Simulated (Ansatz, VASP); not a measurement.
# Mg: 3 runs at one level of theory

The starting cell:

```
Mg
1.0
     3.20930    0.00000    0.00000
    -1.60465    2.77934    0.00000
     0.00000    0.00000    5.21030
Mg
2
Direct
  0.66667 0.33333 0.75000
  0.33333 0.66667 0.25000
```

Alike in all runs: task relaxation of cell and atoms; functional BLYP; k mesh 10 × 10 × 5; occupations fermi-dirac, width 0.05 eV; no spin polarisation; no spin-orbit coupling.

```
                        program and potentials  plane-wave cutoff (eV)                                                                                          notes  equilibrium volume (Å³/atom)
                            Ansatz, Ansatz PAW                     420  potentials made for PBE, which Ansatz adapts in part; 10 valence electrons an atom on average                         23.55
                VASP, PBE PAW files Mg, 600 eV                     600                                potentials made for PBE; 2 valence electrons an atom on average                         23.54
Ansatz, all-electron LAPW, scalar-relativistic                       -                                                                                              -                         23.59
```

The equilibrium volume spans 23.54 (VASP, PBE PAW files Mg, 600 eV) to 23.59 Å³/atom (Ansatz, all-electron LAPW, scalar-relativistic), with all-electron results at 23.59. Some sets were made for another functional than the one run, which can shift their rows. Relaxations stop with a little pressure left, so the last digit of a volume isn't settled.

The functional is the same throughout but for its coding, so the spread measures potentials, basis and numerics; runs on potential files found faulty are left out.
